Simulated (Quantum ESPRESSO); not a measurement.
Crystal: Si.

```
Si
1.0
     0.00000    2.72185    2.72185
     2.72185    0.00000    2.72185
     2.72185    2.72185    0.00000
Si
2
Direct
  0.50000 0.50000 0.50000
  0.75000 0.75000 0.75000
```

| Property | Result |
| --- | --- |
| Program | Quantum ESPRESSO 7.5 |
| Task | energy-loss spectrum |
| Functional | PBE |
| Potentials or basis | GBRV 1.5 PBE |
| Cutoff | 612 eV |
| Density cutoff | 4898 eV |
| k mesh | 4 × 4 × 4, shifted |
| Occupations | fermi-dirac, width 0.05 eV |
| Spin | no spin polarisation |
| Iterations | 300 |
| Mixing beta | 0.5 |
| Most SCF iterations | 120 |
| SCF threshold | 4e-10 Ry |

The first run showed a gap, so the response started from a second, tighter run with fixed occupations.

Loss function by the Lanczos method: RPA with local fields, q = (0.500, 0.000, 0.000) Å⁻¹, 300 iterations, broadening 0.41 eV, up to 40 eV.

Task: Where does the loss function peak?

Result: The main peak lies at 17.8 eV with height 3.11.

Energy-loss function at q = [0.5, 0.0, 0.0] (Å⁻¹, cartesian):
```tsv
energy (eV)	loss
0.0	0.000
1.8	0.007
3.4	0.017
5.2	0.065
7.0	0.125
8.6	0.227
10.4	0.420
12.2	0.657
13.8	1.046
15.6	1.941
17.4	3.026
19.0	2.500
20.8	1.069
22.4	0.518
24.2	0.242
26.0	0.127
27.6	0.088
29.4	0.072
31.2	0.063
32.8	0.050
34.6	0.038
36.4	0.034
38.0	0.037
39.8	0.038
```

Spectra converge slowly with the k mesh, and this one (4 × 4 × 4) leaves small humps uncertain. From two thirds of the Lanczos chain to all of it the curve moves by up to 6 % of its peak.
